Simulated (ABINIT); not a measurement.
Crystal: Mo.

```
Mo
1.0
    -1.58381    1.58381    1.58381
     1.58381   -1.58381    1.58381
     1.58381    1.58381   -1.58381
Mo
1
Cartesian
  0.0000 0.0000 0.0000
```

Base run:

| Item | Value |
| --- | --- |
| Program | ABINIT 10.8.3 (patched build) |
| Functional | PBE |
| Potentials or basis | JTH PAW PBE v2.0 |
| Cutoff | 408 eV |
| k mesh | 12 × 12 × 12 |
| Occupations | fermi-dirac, width 0.05 eV |
| Spin | no spin polarisation |

Its results: band gap on the k mesh none (metal or under the smearing width); pressure -1.7 GPa.

Problem. After a change of settings the same cell gave: band gap on the k mesh none (metal or under the smearing width); pressure 1.6 GPa. Which change was it?
A. functional from PBE to RPBE; spin from no spin polarisation to spin-orbit coupling, no magnetisation
B. functional from PBE to PBEsol; potentials or basis from JTH PAW PBE v2.0 to PseudoDojo NC SR PBEsol v0.4.1 standard; cutoff from 408 eV to 1088 eV
C. k mesh from 12 × 12 × 12 to 7 × 7 × 7
D. k mesh from 12 × 12 × 12 to 5 × 5 × 5

Solution. A.

Caveats: the PAW data sets were made with another functional, which shifts forces and pressure a little (some runs).
